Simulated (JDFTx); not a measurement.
# SiS (silylene, thioxo-) in JDFTx: further runs, part 2 of 2

JDFTx 1.7.0 (patched build). The steps go on from the part before.

## Step 3: Solvation, PW91

Input file fluid.in:

```
lattice \
   17.0075351216     0.0000000000     0.0000000000 \
    0.0000000000    17.0075351216     0.0000000000 \
    0.0000000000     0.0000000000    20.7869873709
coords-type Lattice
ion Si     0.5014444400     0.5023333300     0.4153945000 1
ion S      0.5014444400     0.5023333300     0.5907873200 1

ion-species pseudo/Si.upf
ion-species pseudo/S.upf
elec-cutoff 26
elec-ex-corr gga-PW91
kpoint-folding 1 1 1
elec-n-bands 10
electronic-minimize nIterations 100 energyDiffThreshold 1e-06
fluid LinearPCM
pcm-variant SCCS_g03
fluid-solvent H2O
fluid-minimize nIterations 200 knormThreshold 1e-10
initial-state vacuum.$VAR
core-overlap-check none
forces-output-coords Cartesian

dump-name fluid.$VAR
dump End Ecomponents EigStats BandEigs Kpoints Forces
```

Potentials or basis: PseudoDojo-SR-PBE-0.5-standard with smoothed tails.

On the command line:

```sh
> jdftx -c 1 -i fluid.in -o fluid.out
```

What it wrote:

```text
*************** JDFTx 1.7.0 (patched build) ***************

Input parsed successfully to the following command list (including defaults):
[... the input with its defaults ...]

---------- Setting up symmetries ----------

Found 16 point-group symmetries of the bravais lattice
Found 8 space-group symmetries with basis
Applied RMS atom displacement 0 bohrs to make symmetries exact.

---------- Initializing the Grid ----------
R =
[      17.0075            0            0  ]
[            0      17.0075            0  ]
[            0            0       20.787  ]
unit cell volume = 6012.77
G =
[   0.369435          0          0  ]
[          0   0.369435          0  ]
[          0          0   0.302265  ]
Minimum fftbox size, Smin = [  80  80  96  ]
Chosen fftbox size, S = [  80  80  96  ]

---------- Exchange Correlation functional ----------
Initalized PW91 GGA exchange.
Initalized PW91 GGA correlation.

---------- Setting up pseudopotentials ----------
Width of ionic core gaussian charges (only for fluid interactions / plotting) set to 0.348528

Reading pseudopotential file 'pseudo/Si.upf':
  'Si' pseudopotential, 'PBE' functional
  Generated using ONCVPSP code by D. R. Hamann
  4 valence electrons, 2 orbitals, 6 projectors, 1001 radial grid points, with lMax = 2
    3S    l: 0   occupation:  2.0   eigenvalue: -0.397365
    3P    l: 1   occupation:  2.0   eigenvalue: -0.149981
  Core radius for overlap checks: 1.86 bohrs.

Reading pseudopotential file 'pseudo/S.upf':
  'S' pseudopotential, 'PBE' functional
  Generated using ONCVPSP code by D. R. Hamann
  6 valence electrons, 2 orbitals, 6 projectors, 1001 radial grid points, with lMax = 2
    3S    l: 0   occupation:  2.0   eigenvalue: -0.634163
    3P    l: 1   occupation:  4.0   eigenvalue: -0.257567
  Core radius for overlap checks: 1.43 bohrs.

Initialized 2 species with 2 total atoms.

Folded 1 k-points by 1x1x1 to 1 k-points.

---------- Setting up k-points, bands, fillings ----------
No reducable k-points.
Computing the number of bands and number of electrons
Calculating initial fillings.
Turning on subspace rotations due to non-scalar fillings.
nElectrons:  10.000000   nBands: 10   nStates: 1

----- Setting up reduced wavefunction bases (one per k-point) -----
average nbasis = 38191.000 , ideal nbasis = 38073.984

---------- Setting up ewald sum ----------
Optimum gaussian width for ewald sums = 6.462936 bohr.
Real space sum over 1089 unit cells with max indices [  5  5  4  ]
Reciprocal space sum over 1573 terms with max indices [  5  5  6  ]

---------- Allocating electronic variables ----------
Reading eigenvalues from 'vacuum.eigenvals'.
Initializing wave functions:  reading from 'vacuum.wfns'
----- createFluidSolver() ----- (Fluid-side solver setup)
   Initializing fluid molecule 'H2O'
     Initializing site 'O'
       Electron density: proportional to exp(-r/0.36935)*erfc((r-0.51523)/0.36823) with norm 6.826
       Charge density: gaussian nuclear width 0.478731 with net site charge 0.826
       Polarizability: cuspless exponential with width 0.32 and norm 3.73
       Hard sphere radius: 2.57003 bohrs
       Positions in reference frame:
         [ +0.000000 +0.000000 +0.000000 ]
     Initializing site 'H'
       Electron density: proportional to exp(-r/0.34641)*erfc((r-0)/0.390882) with norm 0.587
       Charge density: gaussian nuclear width 0.377945 with net site charge -0.413
       Polarizability: cuspless exponential with width 0.39 and norm 3.3
       Positions in reference frame:
         [ +0.000000 -1.441945 +1.122523 ]
         [ +0.000000 +1.441945 +1.122523 ]
     Net charge: 0   dipole magnitude: 0.927204
     Initializing spherical shell mfKernel with radius 2.61727 Bohr
     deltaS corrections:
       site 'O': -7.54299
       site 'H': -6.83917

Correction to mu due to finite nuclear width = -0.00126935
   Cavity determined by rhoMin: 0.0001  rhoMax: 0.005
   Effective cavity tension: 7.38651e-06 Eh/bohr^2 and pressure: 0 Eh/bohr^3 to account for cavitation and dispersion.

-------- Electronic minimization -----------
	Linear fluid (dielectric constant: 78.4) occupying 0.878657 of unit cell:	Completed after 14 iterations at
ElecMinimize: Iter:   0  Etot: -14.196849638845970  |grad|_K:  4.004e-05  alpha:  1.000e+00
	Linear fluid (dielectric constant: 78.4) occupying 0.878711 of unit cell:	Completed after 7 iterations at
	Linear fluid (dielectric constant: 78.4) occupying 0.878791 of unit cell:	Completed after 8 iterations at
	SubspaceRotationAdjust: set factor to 1.21
ElecMinimize: Iter:   1  Etot: -14.198104342176700  |grad|_K:  2.817e-05  alpha:  2.058e+00  linmin:  4.033e-05
	Linear fluid (dielectric constant: 78.4) occupying 0.878894 of unit cell:	Completed after 7 iterations at
	Linear fluid (dielectric constant: 78.4) occupying 0.878875 of unit cell:	Completed after 2 iterations at
	SubspaceRotationAdjust: set factor to 1.36
ElecMinimize: Iter:   2  Etot: -14.198550335559474  |grad|_K:  1.790e-05  alpha:  1.478e+00  linmin:  4.915e-06
	Linear fluid (dielectric constant: 78.4) occupying 0.878917 of unit cell:	Completed after 3 iterations at
	Linear fluid (dielectric constant: 78.4) occupying 0.878908 of unit cell:	Completed after 2 iterations at
	SubspaceRotationAdjust: set factor to 1.67
ElecMinimize: Iter:   3  Etot: -14.198662574536709  |grad|_K:  9.001e-06  alpha:  9.195e-01  linmin:  2.107e-05
	Linear fluid (dielectric constant: 78.4) occupying 0.878942 of unit cell:	Completed after 1 iterations at
	Linear fluid (dielectric constant: 78.4) occupying 0.878956 of unit cell:	Completed after 1 iterations at
	SubspaceRotationAdjust: set factor to 1.86
ElecMinimize: Iter:   4  Etot: -14.198704157495676  |grad|_K:  3.970e-06  alpha:  1.354e+00  linmin: -1.071e-04
	Linear fluid (dielectric constant: 78.4) occupying 0.878980 of unit cell:	Completed after 1 iterations at
	Linear fluid (dielectric constant: 78.4) occupying 0.878975 of unit cell:	Completed after 0 iterations at
	SubspaceRotationAdjust: set factor to 1.87
ElecMinimize: Iter:   5  Etot: -14.198710266790933  |grad|_K:  2.298e-06  alpha:  1.030e+00  linmin: -4.635e-04
	Linear fluid (dielectric constant: 78.4) occupying 0.878975 of unit cell:	Completed after 0 iterations at
	Linear fluid (dielectric constant: 78.4) occupying 0.878976 of unit cell:	Completed after 0 iterations at
	SubspaceRotationAdjust: set factor to 2.06
ElecMinimize: Iter:   6  Etot: -14.198712597899664  |grad|_K:  1.170e-06  alpha:  1.134e+00  linmin: -2.258e-05
	Linear fluid (dielectric constant: 78.4) occupying 0.878969 of unit cell:	Completed after 1 iterations at
	Linear fluid (dielectric constant: 78.4) occupying 0.878972 of unit cell:	Completed after 0 iterations at
	SubspaceRotationAdjust: set factor to 2.06
ElecMinimize: Iter:   7  Etot: -14.198712685417586  |grad|_K:  7.001e-07  alpha:  6.216e-01  linmin: -6.741e-03
	Linear fluid (dielectric constant: 78.4) occupying 0.878969 of unit cell:	Completed after 0 iterations at
	Linear fluid (dielectric constant: 78.4) occupying 0.878968 of unit cell:	Completed after 0 iterations at
	SubspaceRotationAdjust: set factor to 2.2
ElecMinimize: Iter:   8  Etot: -14.198712889423469  |grad|_K:  4.702e-07  alpha:  8.882e-01  linmin: -8.109e-07
ElecMinimize: Converged (|Delta Etot|<1.000000e-06 for 2 iters).
Setting wave functions to eigenvectors of Hamiltonian
WARNING: the partial cores' own exchange and correlation, taken off the total, pulls at atoms by up to 1.0e-04 Eh/a0
   and adds -0.000 GPa to the pressure: cores overlap, or the grid is coarse for them. See exc-core.

# Ionic positions in lattice coordinates:
ion Si   0.501444440000000   0.502333330000000   0.415394500000000 1
ion S   0.501444440000000   0.502333330000000   0.590787320000000 1

# Forces in Cartesian coordinates:
force Si   0.000000000000000   0.000000000000000  -0.020432816784527 1
force S   0.000000000000000   0.000000000000000   0.020747617250544 1

# Energy components:
   A_diel =       -0.0062360475331209
   Eewald =       -1.0577107947556394
       EH =       10.5984549974064368
     Eloc =      -27.5090562766443725
      Enl =        2.1315130358234216
      Exc =       -4.5639606409816995
 Exc_core =        1.0182033695124704
       KE =        5.1900794677490376
-------------------------------------
     Etot =      -14.1987128894234687

IonicMinimize: Iter:   0  Etot: -14.198712889423469  |grad|_K:  1.189e-02
IonicMinimize: None of the convergence criteria satisfied after 0 iterations.

#--- Lowdin population analysis ---
# oxidation-state Si +0.473
# oxidation-state S -0.336

Dumping 'fluid.eigStats' ...
	eMin: -0.627830 at state 0 ( [ +0.000000 +0.000000 +0.000000 ] spin 0 )
	HOMO: -0.225720 at state 0 ( [ +0.000000 +0.000000 +0.000000 ] spin 0 )
	mu  : -0.115438
	LUMO: -0.080149 at state 0 ( [ +0.000000 +0.000000 +0.000000 ] spin 0 )
	eMax: +0.031838 at state 0 ( [ +0.000000 +0.000000 +0.000000 ] spin 0 )
	HOMO-LUMO gap: +0.145571
	Optical gap  : +0.145571 at state 0 ( [ +0.000000 +0.000000 +0.000000 ] spin 0 )
Done!
[note: without ions in the liquid mu and the levels have no absolute zero]
```

It took 23 s on 1 thread of Arm Neoverse V2, shared host; peak memory 0.26 GiB.

What came out:

```yaml
Free_energy: -386.3667 eV
Largest_force: 1.067 eV/Å
Loewdin_charges: Si +0.47; S -0.34 e
Solvation_energy: -0.083 eV
```

Forces on the atoms (eV/Å):
```
Si   0.000  0.000 -1.051
S    0.000  0.000  1.067
```

Caveat: forces may be off by hundredths of an eV/Å; the cores' own exchange energy is taken off the total, which shifts forces and pressure where cores overlap; the minimiser leaves empty levels unsolved, so they aren't listed; forces in the liquid are good to some per cent; the liquid is a continuum model, checked here against plausible ranges alone; the potentials were made for another functional, which shifts forces and pressure.

## Step 4: For comparison

An earlier run on the cell as given: functional PBE; potentials or basis PseudoDojo-SR-PBE-0.5-standard with smoothed tails; cutoff 707 eV; density cutoff 5660 eV; k mesh 1 × 1 × 1; occupations fermi-dirac, width 0.05 eV; no spin polarisation.

- Largest force: 0.613 eV/Å
- Gap between the frontier levels: 3.80 eV
- Loewdin charges: Si +0.35; S -0.21 e

## Step 5: The runs side by side

| task | level | smearing | check on overlapping cores | liquid model | variant of the liquid model | solvent | density cutoff over wavefunction cutoff | largest force (eV/Å) |
| --- | --- | --- | --- | --- | --- | --- | --- | --- |
| solvation | PW91 | fixed | none | LinearPCM | GLSSA13 | H2O | 4 | 1.05 |
| solvation | PW91 | fixed | none | LinearPCM | SCCS_g03 | H2O | 4 | 1.07 |
| single point | PBE | fermi-dirac 0.05 eV | - | - | - | - | 8 | 0.61 |

Alike in all rows: potentials or basis PseudoDojo-SR-PBE-0.5-standard with smoothed tails; no spin polarisation; cell as given; k mesh 1 × 1 × 1; cutoff (eV) 707.

Caveats: forces may be off by hundredths of an eV/Å (some runs); the cores' own exchange energy is taken off the total, which shifts forces and pressure where cores overlap (some runs); the minimiser leaves empty levels unsolved, so they aren't listed (some runs); forces in the liquid are good to some per cent (some runs); the liquid is a continuum model, checked here against plausible ranges alone (some runs); the potentials were made for another functional, which shifts forces and pressure (some runs).

Total energies depend on the potentials used, so only differences within one code and one set of settings carry meaning.
